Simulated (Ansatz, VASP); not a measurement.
# Al in VASP and in Ansatz

File INCAR:

```
SYSTEM = Al
  PREC = Accurate
  ENCUT = 520
  EDIFF = 1E-6
  ISMEAR = 0
  SIGMA = 0.15
  LREAL = .FALSE.
  LASPH = .TRUE.
  NELM = 100
  ALGO = Fast
  ISIF = 2
  LWAVE = .FALSE.
  LCHARG = .FALSE.
  GGA = PE
  NBANDS = 8
```

KPOINTS

```
regular mesh
0
G
  22 22 22
  0 0 0
```

POSCAR

```
Al
1.0
   -1.5916066183      1.5916066183      1.7151152919
    1.5916066183     -1.5916066183      1.7151152919
    1.5916066183      1.5916066183     -1.7151152919
Al
1
Direct
    0.0000000000      0.0000000000      0.0000000000
```

Input for Ansatz:

```yaml
crystal:
  lattice:
    - [-1.5916066183, 1.5916066183, 1.7151152919]
    - [1.5916066183, -1.5916066183, 1.7151152919]
    - [1.5916066183, 1.5916066183, -1.7151152919]
  atoms:
    - { symbol: Al, position: [0.0, 0.0, 0.0] }
basis:
  ecutwfc: 420
kpoints:
  mp_grid: { grid: [22, 22, 22] }
hamiltonian:
  xc: pbe
scf:
  occupations: { method: gaussian, width: 0.15 }
output:
  forces: true
  stress: true
  eigenvalues: true
```

Alike in both runs: task single point; functional PBE; k mesh 22 × 22 × 22; occupations gaussian, width 0.15 eV; no spin polarisation.

```csv
,VASP,Ansatz
version,VASP 6.6.1,Ansatz 0.2.0
potentials or method,"VASP PAW PBE potentials, release 64 (Al)","scalar-relativistic, plane waves, PAW"
plane-wave cutoff (eV),520,420
valence electrons in the cell,3,3
```

```tsv
	VASP	Ansatz	Ansatz less VASP
gap on the k mesh at the Fermi level (eV)	none	none	-
pressure (GPa)	-1.9	-1.8	+0.02
largest component of the traceless stress (GPa)	1.85	1.85	-0.003
```

A gap of «none» marks a metal or a gap that the smearing closes. The functional is the same, so the differences come from potentials, cutoffs and numerics.
